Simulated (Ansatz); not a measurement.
# Ga (Cmce) in Ansatz: reference runs

Aim: a first look at Ga with PBE, on the cell as given and on a disturbed one.

All numbers are computed with Ansatz 0.2.0; they aren't measurements. Logs are shortened: lines on timing, memory, paths and dates and some standing lists are left out, and cuts for length are marked.

## Step 1: The structure

It takes space group Cmce (No. 64, orthorhombic). The conventional cell has a = 4.523 Å, b = 7.661 Å, c = 4.524 Å, α = 90.00°, β = 90.00°, γ = 90.00°. Ga (site symmetry m) has 7 Ga at 2.48 to 2.79 Å as nearest neighbours.

## Step 2: Single point, PBE

input.yaml

```yaml
crystal:
  lattice:
    - [2.2615, -3.8305, 0.0]
    - [2.2615, 3.8305, 0.0]
    - [0.0, 0.0, 4.524]
  atoms:
    - { symbol: Ga, position: [0.3451, 0.6549, 0.419] }
    - { symbol: Ga, position: [0.1549, 0.8451, 0.919] }
    - { symbol: Ga, position: [0.6549, 0.3451, 0.581] }
    - { symbol: Ga, position: [0.8451, 0.1549, 0.081] }
hamiltonian:
  xc: pbe
  pseudopotentials: { kind: paw }
kpoints:
  mp_grid: { grid: [7, 7, 6] }
scf:
  occupations: { method: fermi_dirac, width: 0.05 }
output:
  forces: true
  stress: true
  eigenvalues: true
```

Potentials or basis: Ansatz PAW.

Command:

```
> ansatz run input.yaml --threads 2 --pin off --max-ram 5120MiB --backend cpu --events-out ev --progress --plain --runs-dir out
```

What it wrote:

```text
Warning: RAYON_NUM_THREADS=2 ignored (pool sized by the plan → 2); use --threads N
Engine: ansatz 0.2.0, aarch64-unknown-linux-gnu
Pseudopotentials: kind: paw
Pseudopotential: Ga, paw, valence charge 13, recommended cutoff 420 eV (normal), Ga.paw.azcp
Functional definition: PBE
  parameter kappa = 0.804
  parameter beta = 0.06672455060314922
  exchange = pbe_x(kappa = kappa, mu = beta*pi^2/3)
  correlation = pbe_c(beta = beta)
Crystal: 4 atoms, lattice volume = 78.380 Å³
Basis set: ecut = 420 eV, 1517 PW (Γ), exchange–correlation on 60×60×64 points (8 copies of the dense FFT grid, shifted against one another)
Bands: 32, of which v1, the nominal top of the filled ones, is band 26 counted from 1 (25 counted from 0)
Symmetry: 8 space group operations
Space group: Cmce (ITA 64), of the structure as read, at distance tolerance 4.3e-5 Å
k-points: 64 of 294
Non-local potential: Ga, projectors of the file, l = 0: 2, l = 1: 2, l = 2: 3, l = 3: 1
PAW form: soft (Blöchl's): semilocal exchange-correlation on the pseudo side does not see the compensation charge
PAW one-centre angular grid: Ga, 590 points (default); XC on 64 Gauss nodes
Initial density: superposition of atomic densities (neutral atoms: chi_scale 0, normalization atom), corrected by the library's trained network
Initial wavefunctions: pseudopotential atomic-orbital guess
Functional: x = pbe(κ = 0.804, μ = 0.2195149727645171), c = pbe(β = 0.06672455060314922)
SCF iter   1: F=—  HF=-15132.057386 eV  |F-HF|=—  |Δ(HF+E_count)|=         —  Δρ=1.59e-3  dr2=2.30e-3  ethr=1.77e-3  ⟨swp⟩=6.0  Hψ=7934  notcnv=0  defer=3
preconditioner: auto → Kerker (q_TF=auto, 2.548 Å⁻¹)  [metal: Δε(μ)=0.048 eV  Ē_g=16.123 eV  σ=0.050 eV  W_gap=0.24  n_scr=20 (ndim 8)  ℏωp=30.2 eV  f_vac=0.006  D(μ)=1.06/eV (n_scr^D=2)]
SCF iter   2: F=—  HF=-15132.054964 eV  |F-HF|=—  |Δ(HF+E_count)|=   2.42e-3  Δρ=1.01e-3  dr2=1.02e-3  ethr=4.43e-6  ⟨swp⟩=2.0  Hψ=3894  notcnv=0  defer=5
SCF iter   3: F=—  HF=-15132.054746 eV  |F-HF|=—  |Δ(HF+E_count)|=   2.18e-4  Δρ=5.52e-4  dr2=4.01e-4  ethr=1.95e-6  ⟨swp⟩=2.0  Hψ=3302  notcnv=0  defer=5
SCF iter   4: F=—  HF=-15132.054726 eV  |F-HF|=—  |Δ(HF+E_count)|=   1.99e-5  Δρ=2.58e-4  dr2=3.70e-5  ethr=7.72e-7  ⟨swp⟩=3.0  Hψ=3731  notcnv=0  defer=5
SCF iter   5: F=—  HF=-15132.054699 eV  |F-HF|=—  |Δ(HF+E_count)|=   2.66e-5  Δρ=5.75e-5  dr2=3.39e-6  ethr=7.11e-8  ⟨swp⟩=2.0  Hψ=3673  notcnv=0  defer=5
SCF iter   6: F=—  HF=-15132.054700 eV  |F-HF|=—  |Δ(HF+E_count)|=   9.47e-7  Δρ=1.69e-5  dr2=2.41e-7  ethr=6.51e-9  ⟨swp⟩=2.0  Hψ=2421  notcnv=0  defer=5
SCF iter   7: F=-15132.054700 eV  HF=-15132.054700 eV  |F-HF|=1.68e-8  |Δ(HF+E_count)|=   5.79e-8  Δρ=6.45e-6  dr2=3.16e-8  ethr=1.92e-10  ⟨swp⟩=6.2  Hψ=8317  notcnv=0
SCF 1 converged in 7 iterations: F = -15132.054700 eV  dr2 = 3.16e-8
SCF converged after 7 iterations
Free energy (F): -15132.054700 eV
Harris-Foulkes:  -15132.054700 eV  (|F-HF|=1.68e-8)
Internal energy: -15132.045950 eV  (E = F + TS)
E sigma→0 (E₀):  -15132.050325 eV
Entropy (-TS):   -0.008750 eV (-2.188 meV/atom)
Fermi energy:    9.113139 eV
--- Per-component energies (eV) ---
  E_band       = -179.188865
  E_kinetic    = 461.402268
  E_local      = -7590.398927  (includes V_loc(G=0)·N_el)
  E_nonlocal   = 1690.642788
  E_hartree    = 3560.303941
  E_xc         = -277.561195
  E_vxc        = -233.080627  (∫ρ·V_xc dr)
  E_paw        = -7945.582705  (= ΣΔE_a)
  E_vpaw       = -1628.378628  (= ΣTr[D̂ρ^β])
  E_aug_tail   = -0.000406  (compensation charges beyond the density's cutoff)
  E_ewald      = -5030.851716
  E_smearing   = -0.008750  (= −TS)
  E_closure    = 0.000000  (closes the sum)
  Σ components = -15132.054700   (vs F -15132.054700, Δ=0.00e0)
--- Forces (eV/Å), atoms counted from 1 ---
  atom   1  Ga     0.00000000     0.09695554    -0.04068912
  atom   2  Ga    -0.00000000    -0.09695554    -0.04068912
  atom   3  Ga    -0.00000000    -0.09695554     0.04068912
  atom   4  Ga     0.00000000     0.09695554     0.04068912
  max |Σ_I F_I| component: 6.94e-17 eV/Å
--- Stress (GPa, compression-positive) ---
        0.973527       0.000000       0.000000
        0.000000       2.533562       0.000000
        0.000000       0.000000       2.075991
  P = ⅓ Tr σ = 1.8610 GPa (18.610 kbar)
--- Band table (eV; the first three rows and the last of 64) ---
  k-point 0: bands = ["-6.0729", "-6.0698", "-6.0440", "-6.0241", "-5.9946", "-5.9704", "-5.9139", "-5.8613", "-5.8410", "-5.8209", "-5.8116", "-5.8054", "-5.8003", "-5.7611", "-5.7394", "-5.6849", "-5.6343", "-5.6168", "-5.6023", "-5.5114", "-1.9795", "4.7924", "5.3534", "7.2892", "7.3684", "8.2742", "9.9619", "9.9907", "10.0983", "14.1062", "14.4251", "15.6155"]
  k-point 1: bands = ["-6.0806", "-6.0592", "-6.0326", "-6.0319", "-5.9941", "-5.9652", "-5.9132", "-5.9010", "-5.8514", "-5.8409", "-5.8032", "-5.7788", "-5.7763", "-5.7563", "-5.7524", "-5.6654", "-5.6337", "-5.6167", "-5.6044", "-5.5206", "-1.7738", "3.0369", "7.1024", "7.4737", "7.5770", "8.4135", "9.7524", "10.1436", "10.5931", "12.8914", "13.3773", "14.3160"]
  k-point 2: bands = ["-6.0737", "-6.0456", "-6.0378", "-6.0211", "-5.9902", "-5.9832", "-5.9408", "-5.8946", "-5.8711", "-5.8707", "-5.8067", "-5.7704", "-5.7654", "-5.7634", "-5.6906", "-5.6363", "-5.6302", "-5.6205", "-5.6111", "-5.5495", "-1.1566", "1.2807", "8.0222", "8.1807", "8.5733", "8.7620", "9.7126", "9.9409", "10.6065", "12.4862", "12.5476", "12.9782"]
  k-point 63: bands = ["-6.0931", "-6.0931", "-6.0242", "-6.0242", "-6.0030", "-6.0030", "-5.9485", "-5.9485", "-5.8418", "-5.8418", "-5.7631", "-5.7631", "-5.7211", "-5.7211", "-5.6948", "-5.6948", "-5.6191", "-5.6191", "-5.5725", "-5.5725", "1.3531", "1.3531", "3.9123", "3.9123", "7.8444", "7.8444", "8.1775", "8.1775", "15.2672", "15.2672", "16.9553", "16.9553"]
```

It took 3.7 s on 2 threads of Arm Neoverse V2, shared host; peak memory 0.4 GiB.

What came out:

```yaml
Free_energy: -15132.0547 eV
Pressure: 1.9 GPa
Largest_force: 0.105 eV/Å
Band_gap_on_the_k_mesh: none (metal or under the smearing width)
```

Forces on the atoms (eV/Å):
```
Ga   0.000  0.097 -0.041
Ga   0.000 -0.097 -0.041
Ga   0.000 -0.097  0.041
Ga   0.000  0.097  0.041
```

Levels at points of the mesh, in eV from the Fermi level:
```tsv
k point	band 23	band 24	band 25	band 26	band 27	band 28	band 29	band 30
(0.00, 0.00, 0.00)	-3.76	-1.82	-1.74	-0.84	0.85	0.88	0.99	4.99
(0.00, 0.00, -0.50)	-0.25	-0.25	-0.04	-0.04	-0.03	-0.03	2.02	2.02
```

## Step 3: Single point, PBE (atoms moved at random, drawn with an rms of 0.05 Å)

input.yaml

```yaml
crystal:
  lattice:
    - [2.2615, -3.8305, 0.0]
    - [2.2615, 3.8305, 0.0]
    - [0.0, 0.0, 4.524]
  atoms:
    - { symbol: Ga, position: [0.357574, 0.649815, 0.413855] }
    - { symbol: Ga, position: [0.143323, 0.83858, 0.916359] }
    - { symbol: Ga, position: [0.655953, 0.346102, 0.598434] }
    - { symbol: Ga, position: [0.851305, 0.162776, 0.086402] }
hamiltonian:
  xc: pbe
  pseudopotentials: { kind: paw }
kpoints:
  mp_grid: { grid: [7, 7, 6] }
scf:
  occupations: { method: fermi_dirac, width: 0.05 }
output:
  forces: true
  stress: true
  eigenvalues: true
```

Potentials or basis: Ansatz PAW.

Command:

```
> ansatz run input.yaml --threads 2 --pin off --max-ram 5120MiB --backend cpu --events-out ev --progress --plain --runs-dir out
```

What it wrote:

```text
Warning: RAYON_NUM_THREADS=2 ignored (pool sized by the plan → 2); use --threads N
[... 5 set-up lines as earlier in the session ...]
[... 52 lines left out ...]
  atom   4  Ga    -0.11704629     0.11807491     0.18558646
  max |Σ_I F_I| component: 1.70e-6 eV/Å
--- Stress (GPa, compression-positive) ---
        1.164008      -0.068586       0.244754
       -0.068586       2.808858      -0.620425
        0.244754      -0.620425       1.849304
  P = ⅓ Tr σ = 1.9407 GPa (19.407 kbar)
--- Band table (eV; the first three rows and the last of 148) ---
  k-point 0: bands = ["-6.0843", "-6.0689", "-6.0643", "-6.0428", "-6.0030", "-5.9653", "-5.9058", "-5.8594", "-5.8542", "-5.8159", "-5.8117", "-5.8053", "-5.7994", "-5.7699", "-5.7356", "-5.7033", "-5.6255", "-5.6235", "-5.6021", "-5.5009", "-1.9637", "4.7840", "5.2821", "7.3667", "7.4341", "8.2221", "9.8802", "9.9360", "10.1450", "14.2744", "14.6927", "15.5238"]
  k-point 1: bands = ["-6.0906", "-6.0648", "-6.0555", "-6.0359", "-6.0028", "-5.9624", "-5.9134", "-5.9042", "-5.8503", "-5.8396", "-5.8065", "-5.7818", "-5.7770", "-5.7617", "-5.7516", "-5.6779", "-5.6259", "-5.6214", "-5.6041", "-5.5116", "-1.7590", "3.0251", "7.0234", "7.5545", "7.6361", "8.3676", "9.7781", "9.9489", "10.6655", "13.0459", "13.5933", "14.2685"]
  k-point 2: bands = ["-6.0866", "-6.0681", "-6.0345", "-6.0222", "-5.9986", "-5.9750", "-5.9499", "-5.9035", "-5.8776", "-5.8676", "-5.8129", "-5.7786", "-5.7680", "-5.7577", "-5.6836", "-5.6486", "-5.6275", "-5.6198", "-5.6092", "-5.5448", "-1.1456", "1.2828", "8.0875", "8.2064", "8.5094", "8.7383", "9.7509", "9.8141", "10.6465", "12.5032", "12.6232", "13.0923"]
  k-point 147: bands = ["-6.1060", "-6.0850", "-6.0525", "-6.0164", "-5.9970", "-5.9695", "-5.9484", "-5.9284", "-5.9008", "-5.8323", "-5.8197", "-5.7474", "-5.7292", "-5.7162", "-5.6976", "-5.6654", "-5.6403", "-5.6294", "-5.5899", "-5.5502", "-0.3859", "2.4051", "3.9237", "5.2282", "7.6459", "8.3842", "9.8819", "10.8218", "12.1233", "12.9876", "14.0546", "14.8242"]
```

It took 17 s on 2 threads of Arm Neoverse V2, shared host; peak memory 0.5 GiB.

Results:

```yaml
Free_energy: -15132.0281 eV
Pressure: 1.9 GPa
Largest_force: 0.459 eV/Å
Band_gap_on_the_k_mesh: none (metal or under the smearing width)
```

Forces in eV/Å, atoms in the order of the input:
```
Ga   0.101  0.446 -0.035
Ga   0.181 -0.229  0.013
Ga  -0.165 -0.335 -0.163
Ga  -0.117  0.118  0.186
```

Stress tensor (GPa, compression positive):
```
 1.16 -0.07  0.24
-0.07  2.81 -0.62
 0.24 -0.62  1.85
```
